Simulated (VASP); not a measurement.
A run of VASP 6.6.1 is set up as follows.

Contents of POSCAR:

```
CdS
1.0
    0.0000000000      2.9178400000      2.9178400000
    2.9178400000      0.0000000000      2.9178400000
    2.9178400000      2.9178400000      0.0000000000
Cd S
1 1
Direct
    0.0000000000      0.0000000000      0.0000000000
    0.7500000000      0.7500000000      0.7500000000
```

Contents of INCAR.step1:

```
SYSTEM = CdS
PREC = Accurate
ENCUT = 520
EDIFF = 1E-5
ISMEAR = 0
SIGMA = 0.02
LREAL = .FALSE.
LASPH = .TRUE.
NELM = 80
ALGO = Normal
ISIF = 2
LWAVE = .TRUE.
LCHARG = .FALSE.
GGA = PE
```

Contents of INCAR.step2:

```
SYSTEM = CdS
PREC = Accurate
ENCUT = 520
EDIFF = 1E-6
ISMEAR = 0
SIGMA = 0.02
LREAL = .FALSE.
LASPH = .TRUE.
NELM = 80
ALGO = Normal
ISIF = 2
LWAVE = .FALSE.
LCHARG = .FALSE.
GGA = PE
LHFCALC = .TRUE.
HFSCREEN = 0.2
PRECFOCK = Fast
ISTART = 1
```

KPOINTS

```
regular mesh
0
G
  6 6 6
  0 0 0
```

Potentials or basis: VASP PAW PBE potentials, release 64 (Cd, S).

Launch:

```console
$ cat potpaw_PBE.64/Cd/POTCAR potpaw_PBE.64/S/POTCAR > POTCAR
$ cp INCAR.step1 INCAR
$ mpirun -np 1 vasp_std > vasp.out
$ cp INCAR.step2 INCAR
$ mpirun -np 1 vasp_std > vasp.out
```

Q: Estimate the pressure.

A: 1.9 GPa.

Q: Estimate the band gap on the k mesh.

A: 2.18 eV, direct.

Caveat: the PAW data sets were made with another functional, which shifts forces and pressure a little.
